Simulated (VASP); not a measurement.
A run of VASP 6.6.1 is set up as follows.

INCAR

```
SYSTEM = MoP
PREC     = Accurate       ! precision mode
ENCUT    = 600            ! plane-wave cutoff, eV
EDIFF    = 1E-6           ! SCF threshold, eV
ISMEAR   = 1              ! smearing method
SIGMA    = 0.1            ! smearing width, eV
LREAL    = .FALSE.        ! projectors in reciprocal space
LASPH    = .TRUE.         ! aspherical terms in the spheres
NELM     = 80             ! most SCF steps
ALGO     = Normal         ! electronic algorithm
ISIF     = 3              ! what is computed and relaxed
LWAVE    = .FALSE.        ! write WAVECAR
LCHARG   = .FALSE.        ! write CHGCAR
METAGGA  = R2SCAN         ! meta-GGA
LMIXTAU  = .TRUE.       
IBRION   = 2              ! ionic algorithm
NSW      = 90             ! ionic steps
EDIFFG   = -0.01          ! ionic threshold
```

KPOINTS

```
Automatic mesh
0
G
  15 15 11
  0 0 0
```

POSCAR

```
MoP
1.0
    3.2230000000      0.0000000000      0.0000000000
   -1.6115000000      2.7911998764      0.0000000000
    0.0000000000      0.0000000000      3.1910000000
Mo P
1 1
Direct
    0.0000000000      0.0000000000      0.0000000000
    0.3333333333      0.6666666667      0.5000000000
```

Potentials or basis: VASP PAW PBE potentials, release 64 (Mo_sv, P).

Command:

```bash
$ cat potpaw_PBE.64/Mo_sv/POTCAR potpaw_PBE.64/P/POTCAR > POTCAR
$ mpirun -np 1 vasp_std > vasp.out
```

**Question.** What does it give for the relaxed cell?

**Answer.** a = 3.237 Å, b = 3.237 Å, c = 3.181 Å, α = 90.00°, β = 90.00°, γ = 120.00°.

**Question.** Estimate the space group after relaxing (to 0.05 Å).

**Answer.** P-6m2 (No. 187).

Final structure:
```yaml
crystal:
  lattice:
    - [3.23675, 0.00000, 0.00000]
    - [-1.61837, 2.80310, 0.00000]
    - [0.00000, 0.00000, 3.18136]
  atoms:
    - { symbol: Mo, position: [0.00000, 0.00000, 0.00000] }
    - { symbol: P, position: [0.33333, 0.66667, 0.50000] }
```

 Zero-point motion and thermal expansion aren't in these numbers.
